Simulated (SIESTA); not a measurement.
## In under changes of volume

One of the cells (27.220 Å³/atom); the others are scaled copies at fixed shape and fractional positions:

```
CELL_PARAMETERS angstrom
-1.89499 1.89499 1.89499
1.89499 -1.89499 1.89499
1.89499 1.89499 -1.89499
ATOMIC_POSITIONS crystal
In 0.00000 0.00000 0.00000
```

This isn't the form of In at room conditions, which is tetragonal.

| Item | Value |
| --- | --- |
| Program | SIESTA 5.4.2 |
| Functional | PBEsol |
| Potentials or basis | PseudoDojo 0.4 standard (PBEsol files) |
| Basis | DZP (energy shift 0.003 Ry; two zetas on semicore shells) |
| Grid cutoff | 500 Ry |
| Energy shift | 0.003 Ry |
| k mesh | 10 × 10 × 10 |
| Occupations | fermi-dirac, width 0.05 eV |
| Spin | no spin polarisation |

```tsv
volume (Å³/atom)	energy over the lowest point (meV/atom)	pressure (GPa)
25.085	?	?
25.618	0.00	0.1
26.152	1.16	-0.6
27.220	10.43	-1.8
27.753	17.18	-2.3
28.287	25.24	-2.7
```

What does the run at 25.085 Å³/atom give?

Energy over the lowest point 1.54 meV/atom; pressure 1.0 GPa.

Worked out: A Birch-Murnaghan fit of order 3 (a polynomial in V^(-2/3)) to the other rows has its minimum at 25.65 Å³/atom with B0 = V·E''(V) = 43 GPa (rough, since the energies scatter). It gives 1.84 meV/atom at 25.085 Å³/atom, against the run's 1.54, and -dE/dV = 1.1 GPa, against 1.0.

Energies are extrapolated to zero smearing.

Caveats: the basis of atomic orbitals isn't converged, which shifts pressures, moduli and gaps.
